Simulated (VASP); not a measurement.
# ZnS (Wurtzite-2H) (P6_3mc) in VASP: notebook

The runs below take ZnS (Wurtzite-2H) through single point, relaxation of cell and atoms, with HSE06, r2SCAN, SCAN, r2SCAN+rVV10.

Everything below comes from runs of VASP 6.6.1. Logs are shortened: lines on timing, memory, paths and dates and some standing lists are left out, and cuts for length are marked.

## 1. The crystal as given

The structure is hexagonal, space group P6_3mc (No. 186). Conventional cell: a = 3.811 Å, b = 3.811 Å, c = 6.234 Å, α = 90.00°, β = 90.00°, γ = 120.00°. Zn (site symmetry 3m) is surrounded by 4 S at 2.31 to 2.40 Å. S (site symmetry 3m) has 4 Zn at 2.31 to 2.40 Å as nearest neighbours.

## 2. Single point, HSE06

POSCAR

```
ZnS
1.0
    3.8110000000      0.0000000000      0.0000000000
   -1.9055000000      3.3004228138      0.0000000000
    0.0000000000      0.0000000000      6.2340000000
Zn S
2 2
Direct
    0.6666666667      0.3333333333      0.5000000000
    0.3333333333      0.6666666667      0.0000000000
    0.6666666667      0.3333333333      0.8850000000
    0.3333333333      0.6666666667      0.3850000000
```

INCAR.step1

```
SYSTEM = ZnS
PREC = Accurate
ENCUT = 350
EDIFF = 1E-5
ISMEAR = 0
SIGMA = 0.01
LREAL = .FALSE.
LASPH = .TRUE.
NELM = 100
ALGO = Normal
ISIF = 2
LWAVE = .TRUE.
LCHARG = .FALSE.
NBANDS = 26
NKRED = 1
GGA = PE
```

INCAR.step2

```
SYSTEM = ZnS
PREC = Accurate
ENCUT = 350
EDIFF = 1E-6
ISMEAR = 0
SIGMA = 0.01
LREAL = .FALSE.
LASPH = .TRUE.
NELM = 100
ALGO = Normal
ISIF = 2
LWAVE = .FALSE.
LCHARG = .FALSE.
GGA = PE
LHFCALC = .TRUE.
HFSCREEN = 0.2
PRECFOCK = Fast
NBANDS = 26
NKRED = 1
ISTART = 1
```

KPOINTS

```
Automatic mesh
0
G
  6 6 3
  0 0 0
```

Potentials or basis: VASP PAW PBE potentials, release 64 (Zn, S).

On the command line:

```sh
> cat potpaw_PBE.64/Zn/POTCAR potpaw_PBE.64/S/POTCAR > POTCAR
> cp INCAR.step1 INCAR
> mpirun -np 1 vasp_std > vasp.out
> cp INCAR.step2 INCAR
> mpirun -np 1 vasp_std > vasp.out
```

OUTCAR:

```text
SYSTEM = ZnS
   PREC = Accurate
   ENCUT = 350
   EDIFF = 1E-6
   ISMEAR = 0
   LREAL = .FALSE.
   LASPH = .TRUE.
   NELM = 100
   ISIF = 2
   GGA = PE
   LHFCALC = .TRUE.
   HFSCREEN = 0.2
   PRECFOCK = Fast
   NKRED = 1
   ISTART = 1

 Found     14 irreducible k-points:

 Following reciprocal coordinates:
            Coordinates               Weight
  0.000000  0.000000  0.000000      1.000000
  0.166667 -0.000000  0.000000      6.000000
  0.333333  0.000000  0.000000      6.000000
  0.500000  0.000000  0.000000      3.000000
  0.166667  0.166667  0.000000      6.000000
  0.333333  0.166667  0.000000     12.000000
   k-points           NKPTS =     14   k-points in BZ     NKDIM =    108   number of bands    NBANDS=     26
   number of dos      NEDOS =    301   number of ions     NIONS =      4
   total plane-waves  NPLWV =  23040
   dimension x,y,z NGX =    24 NGY =   24 NGZ =   40
   dimension x,y,z NGXF=    48 NGYF=   48 NGZF=   80
   ions per type =               2   2
   NGX,Y,Z   is equivalent  to a cutoff of  10.47, 10.47, 10.67 a.u.
   NGXF,Y,Z  is equivalent  to a cutoff of  20.94, 20.94, 21.33 a.u.
 SYSTEM =  ZnS
   PREC   = accura    normal or accurate (medium, high low for compatibility)
   ISTART =      1    job   : 0-new  1-cont  2-samecut
   ICHARG =      0    charge: 1-file 2-atom 10-const
   ISPIN  =      1    spin polarized calculation?
   LNONCOLLINEAR =      F non collinear calculations
   LSORBIT =      F    spin-orbit coupling
   LASPH  =      T    aspherical Exc in radial PAW
   ENCUT  =  350.0 eV  25.72 Ry    5.07 a.u.   5.81  5.81  9.51*2*pi/ulx,y,z
   NELM   =    100;   NELMIN=  2; NELMDL=  0     # of ELM steps
   EDIFF  = 0.1E-05   stopping-criterion for ELM
   LREAL  =      F    real-space projection
   EDIFFG = 0.1E-04   stopping-criterion for IOM
   NSW    =      0    number of steps for IOM
   IBRION =     -1    ionic relax: 0-MD 1-quasi-New 2-CG
   NFREE  =      0    steps in history (QN), initial steepest desc. (CG)
   ISIF   =      2    stress and relaxation
   ISYM   =      3    0-nonsym 1-usesym 2-fastsym
   POTIM  = 0.5000    time-step for ionic-motion
   TEBEG  =    0.0;   TEEND  =   0.0 temperature during run
   PSTRESS=    0.0 pullay stress
   NELECT =      36.0000    total number of electrons
   NUPDOWN=      -1.0000    fix difference up-down
   EMIN   =  10.00;   EMAX   =-10.00  energy-range for DOS
   EFERMI =   0.00;   METHOD = LEGACY
   ISMEAR =     0;   SIGMA  =   0.01  broadening in eV -4-tet -1-fermi 0-gaus
   EFERMI_NEDOS =   21; number of points for ismear=-14 and -15
   IALGO  =     38    algorithm
   IMIX   =      1    mixing-type and parameters
     AMIX     =   0.40;   BMIX     =  1.00
     AMIX_MAG =   1.60;   BMIX_MAG =  1.00
  volume/ion in A,a.u.               =      19.60       132.29
  Fermi-wavevector in a.u.,A,eV,Ry     =   1.262943  2.386617 21.701647  1.595026
  Thomas-Fermi vector in A             =   2.396326
   LORBIT       =      0    0 simple, 1 ext, 2 COOP (PROOUT), +10 PAW based schemes
   GGA     = PE    functional components
   LHFCALC =     T    Hartree Fock is set to
   PRECFOCK=fast      Normal, Fast or Accurate (Low or Medium for compatibility)
   ENCUT4O =  -1.0   cutoff for four orbital integrals eV
   NKREDX  =     1    reduce k-point grid by
   NKREDY  =     1    reduce k-point grid by
   NKREDZ  =     1    reduce k-point grid by
   AEXX    =    0.2500 exact exchange contribution
   HFSCREEN=    0.2000 screening length (either q_TF or 0.3 A-1)
   HFSCREENC=   0.2000 screening length for correlation (either q_TF or 0.3 A-1)
   ENCUTFOCK=  -1.0 apply spherical cutoff to Coloumb kernel
   IVDW    =     0    specifies the selected vdW correction
   LEPSILON=     F    determine dielectric tensor
   LRPA    =     F    only Hartree local field effects (RPA)
 non-spin polarized calculation
 Gauss-broadening in eV      SIGMA  =   0.01
  energy-cutoff  :      350.00
  volume of cell :       78.41
 maximum number of plane-waves:      1176
 NGX is ok and might be reduce to    24
  NGX = 14; NGY = 14; NGZ = 24

 number of electron      35.9999988 magnetization

 Free energy of the ion-electron system (eV)
  ---------------------------------------------------
  ext. energy  EPLUGINS =         0.00000000
  ---------------------------------------------------
  free energy    TOTEN  =       -16.74136068 eV

  energy without entropy =      -16.74136068  energy(sigma->0) =      -16.74136068

 E-fermi :   1.5611     XC(G=0):  -7.9760

 val. band max:        1.4447497858   @ k =   0.0000   0.0000   0.0000
 cond. band min:       4.9174882751   @ k =   0.0000   0.0000   0.0000
 fundamental gap:      3.4727384893
 Fermi energy:         1.5611354881

 k-point     1 :       0.0000    0.0000    0.0000
  band No.  band energies     occupation
      1     -12.9590      2.00000
      2     -11.9742      2.00000
      3      -6.4301      2.00000
      4      -6.4300      2.00000
      5      -6.3768      2.00000
      6      -6.3664      2.00000
[... 18 lines left out ...]
     25      10.4300      0.00000
     26      12.1739      0.00000

 k-point     2 :       0.1667   -0.0000    0.0000
  band No.  band energies     occupation
      1     -12.7595      2.00000
      2     -11.8650      2.00000
      3      -6.4171      2.00000
      4      -6.3907      2.00000
      5      -6.3490      2.00000
      6      -6.3212      2.00000
[... 18 lines left out ...]
     25      10.9423      0.00000
[... 86 lines left out ...]
     25      11.4777      0.00000
     26      11.7712      0.00000

 k-point     6 :       0.3333    0.1667    0.0000
  band No.  band energies     occupation
      1     -11.9757      2.00000
      2     -11.6175      2.00000
      3      -6.3427      2.00000
      4      -6.2814      2.00000
      5      -6.1674      2.00000
      6      -6.1452      2.00000
[... 18 lines left out ...]
     25      11.9000      0.00000
     26      12.6326      0.00000

 [... further k-points ...]

------------------------ aborting loop because EDIFF is reached ----------------------------------------

  FORCE on cell =-STRESS in cart. coord.  units (eV):
  Direction    XX          YY          ZZ          XY          YZ          ZX
  --------------------------------------------------------------------------------------
  -------------------------------------------------------------------------------------
  Total        1.0419452      1.0419452     -0.0360262      0.0000000      0.0000000      0.0000000
  in kB       21.2902202     21.2902202     -0.7361277      0.0000000      0.0000000      0.0000000
  external PRESSURE =      13.9481043 kB  Pullay stress =       0.0000000 kB

 VOLUME and BASIS-vectors are now :
 -----------------------------------------------------------------------------
  energy-cutoff  :      350.00
  volume of cell :       78.41
      direct lattice vectors                 reciprocal lattice vectors
     3.811000000  0.000000000  0.000000000     0.262398321  0.151495741  0.000000000
    -1.905500000  3.300422814  0.000000000     0.000000000  0.302991482  0.000000000
     0.000000000  0.000000000  6.234000000     0.000000000  0.000000000  0.160410651

 POSITION                                       TOTAL-FORCE (eV/Angst)
 -----------------------------------------------------------------------------------
      1.90550      1.10014      3.11700        -0.000000      0.000000      0.326570
     -0.00000      2.20028      0.00000        -0.000000      0.000000      0.326570
      1.90550      1.10014      5.51709         0.000000      0.000000     -0.326570
     -0.00000      2.20028      2.40009        -0.000000      0.000000     -0.326570
 -----------------------------------------------------------------------------------
    total drift:                               -0.000000     -0.000001     -0.002179

  FREE ENERGIE OF THE ION-ELECTRON SYSTEM (eV)
  ---------------------------------------------------
  free  energy   TOTEN  =       -16.7413606823 eV

  energy  without entropy=      -16.7413606823  energy(sigma->0) =      -16.74136068
```

OUTCAR.step1:

```text
SYSTEM = ZnS
   PREC = Accurate
   ENCUT = 350
   EDIFF = 1E-5
   ISMEAR = 0
   LREAL = .FALSE.
   LASPH = .TRUE.
   NELM = 100
[... 287 lines left out ...]
     -0.00000      2.20028      0.00000        -0.000000      0.000000      0.322483
      1.90550      1.10014      5.51709        -0.000000      0.000000     -0.322483
     -0.00000      2.20028      2.40009         0.000000     -0.000000     -0.322483
 -----------------------------------------------------------------------------------
    total drift:                               -0.000001     -0.000001      0.000022

  FREE ENERGIE OF THE ION-ELECTRON SYSTEM (eV)
  ---------------------------------------------------
  free  energy   TOTEN  =       -13.6459369549 eV

  energy  without entropy=      -13.6459369549  energy(sigma->0) =      -13.64593695
```

OSZICAR.step1:

```text
N       E                     dE             d eps       ncg     rms          rms(c)
DAV:   1     0.208357472424E+03    0.20836E+03   -0.13545E+04   728   0.128E+03
DAV:   2     0.541496196307E+01   -0.20294E+03   -0.19527E+03   756   0.295E+02
DAV:   3    -0.140771441741E+02   -0.19492E+02   -0.19330E+02   882   0.959E+01
DAV:   4    -0.144988489366E+02   -0.42170E+00   -0.42095E+00   844   0.144E+01
DAV:   5    -0.145055414326E+02   -0.66925E-02   -0.66914E-02   890   0.180E+00    0.992E+00
DAV:   6    -0.136584409574E+02    0.84710E+00   -0.16326E+00  1092   0.362E+01    0.761E+00
DAV:   7    -0.136517639423E+02    0.66770E-02   -0.12289E+00   764   0.637E+00    0.344E+00
DAV:   8    -0.136451050131E+02    0.66589E-02   -0.35236E-02   870   0.170E+00    0.969E-01
DAV:   9    -0.136455793646E+02   -0.47435E-03   -0.91589E-03   962   0.126E+00    0.230E-01
DAV:  10    -0.136457233387E+02   -0.14397E-03   -0.57665E-04   850   0.330E-01    0.937E-02
DAV:  11    -0.136459376374E+02   -0.21430E-03   -0.33229E-04   762   0.129E-01    0.552E-02
DAV:  12    -0.136459369549E+02    0.68248E-06   -0.16908E-05   694   0.502E-02
   1 F= -.13645937E+02 E0= -.13645937E+02  d E =-.486252E-45
```

It took 13 min on 1 thread of Intel Xeon 6975P-C (Granite Rapids), shared host; peak memory 0.26 GiB.

The run converged, but some of its settings lie outside the range that counts as converged, so its numbers aren't taken as properties of the crystal.

What came out:

| Property | Result |
| --- | --- |
| Free energy | -16.7414 eV |
| Pressure | 1.4 GPa |
| Largest force | 0.327 eV/Å |
| Band gap on the k mesh | 3.47 eV, direct |

Caveat: the PAW data sets were made with another functional, which shifts forces and pressure a little.

## 3. Single point, HSE06

POSCAR is that of step 2.

INCAR.step1: that of step 2 with these lines changed.

```diff
@@ -2,3 +2,3 @@
 PREC = Accurate
-ENCUT = 350
+ENCUT = 500
 EDIFF = 1E-5
```

INCAR.step2: that of step 2 with these lines changed.

```diff
@@ -2,3 +2,3 @@
 PREC = Accurate
-ENCUT = 350
+ENCUT = 500
 EDIFF = 1E-6
```

KPOINTS

```
Automatic mesh
0
G
  5 5 3
  0 0 0
```

Potentials or basis: VASP PAW PBE potentials, release 64 (Zn, S).

On the command line:

```sh
> cat potpaw_PBE.64/Zn/POTCAR potpaw_PBE.64/S/POTCAR > POTCAR
> cp INCAR.step1 INCAR
> mpirun -np 1 vasp_std > vasp.out
> cp INCAR.step2 INCAR
> mpirun -np 1 vasp_std > vasp.out
```

Wall time 9.2 min (1 thread of Intel Xeon 6975P-C (Granite Rapids), shared host); peak memory 0.3 GiB.

The run converged, but some of its settings lie outside the range that counts as converged, so its numbers aren't taken as properties of the crystal.

Results:

```yaml
Free_energy: -16.7462 eV
Pressure: 1.7 GPa
Largest_force: 0.330 eV/Å
Band_gap_on_the_k_mesh: 3.48 eV, direct
```

Caveat: the PAW data sets were made with another functional, which shifts forces and pressure a little.

## 4. Relaxation of cell and atoms, r2SCAN

INCAR

```
SYSTEM = ZnS
PREC     = Accurate       ! precision mode
ENCUT    = 600            ! plane-wave cutoff, eV
EDIFF    = 1E-6           ! SCF threshold, eV
ISMEAR   = 0              ! smearing method
SIGMA    = 0.05           ! smearing width, eV
LREAL    = .FALSE.        ! projectors in reciprocal space
LASPH    = .TRUE.         ! aspherical terms in the spheres
NELM     = 100            ! most SCF steps
ALGO     = Normal         ! electronic algorithm
ISIF     = 3              ! what is computed and relaxed
LWAVE    = .FALSE.        ! write WAVECAR
LCHARG   = .FALSE.        ! write CHGCAR
METAGGA  = R2SCAN         ! meta-GGA
LMIXTAU  = .TRUE.       
IBRION   = 2              ! ionic algorithm
NSW      = 60             ! ionic steps
EDIFFG   = -0.02          ! ionic threshold
```

KPOINTS

```
Automatic mesh
0
G
  8 8 5
  0 0 0
```

POSCAR is that of step 3.

On the command line:

```sh
> cat potpaw_PBE.64/Zn/POTCAR potpaw_PBE.64/S/POTCAR > POTCAR
> mpirun -np 1 vasp_std > vasp.out
```

Run time: 15 min. Hardware: 1 thread of AMD EPYC 9R45 (Zen 5), shared host; peak memory 0.23 GiB.

The run converged. Its results:

- Free energy: -37.7256 eV
- Relaxed volume: 19.58 Å³/atom
- Relaxed cell: a = 3.807 Å, b = 3.807 Å, c = 6.240 Å, α = 90.00°, β = 90.00°, γ = 120.00°
- Space group after relaxing (to 0.05 Å): P6_3mc (No. 186)
- Energy gained by relaxing: 5.5 meV/atom
- Ionic steps: 9
- Pressure after relaxing: 0.1 GPa
- Largest force after relaxing: 0.005 eV/Å
- Band gap on the k mesh: 2.79 eV, direct

Forces in eV/Å, atoms in the order of the input:
```
Zn   0.000  0.000 -0.005
Zn   0.000  0.000 -0.005
S    0.000  0.000  0.005
S    0.000  0.000  0.005
```

Stress tensor (GPa, compression positive):
```
0.05 0.00 0.00
0.00 0.05 0.00
0.00 0.00 0.15
```

The path:
```tsv
step	energy change (eV)	largest force (eV/Å)	pressure (GPa)	volume (Å³)
1	0.0000	0.3177	0.12	78.41
2	-0.0156	0.1171	-0.16	78.58
3	-0.0160	0.0743	-0.19	78.61
4	-0.0197	0.0362	0.05	78.36
5	-0.0211	0.0055	0.23	78.17
6	-0.0205	0.0587	0.57	77.79
7	-0.0214	0.0154	0.33	78.04
8	-0.0216	0.0045	-0.20	78.56
9	-0.0219	0.0046	0.09	78.31
```

Final structure:
```
CELL_PARAMETERS angstrom
3.80665 0.00000 0.00000
-1.90332 3.29665 0.00000
0.00000 0.00000 6.24046
ATOMIC_POSITIONS crystal
Zn 0.66667 0.33333 0.50533
Zn 0.33333 0.66667 0.00533
S 0.66667 0.33333 0.87967
S 0.33333 0.66667 0.37967
```

Levels at points of the mesh, in eV from the valence-band top:
| k point | band 14 | band 15 | band 16 | band 17 | band 18 | band 19 | band 20 | band 21 | band 22 |
| --- | --- | --- | --- | --- | --- | --- | --- | --- | --- |
| (0.00, 0.00, 0.00) | -0.92 | -0.92 | -0.08 | 0.00 | 0.00 | 2.79 | 3.61 | 6.80 | 6.80 |
| (0.50, 0.00, 0.00) | -4.18 | -3.36 | -2.31 | -1.73 | -0.91 | 4.04 | 4.78 | 5.45 | 7.37 |

Caveat: the PAW data sets were made with another functional, which shifts forces and pressure a little. r2SCAN opens gaps a little over a GGA but as a rule still falls short of measured ones.

[end of part 1 of 2]
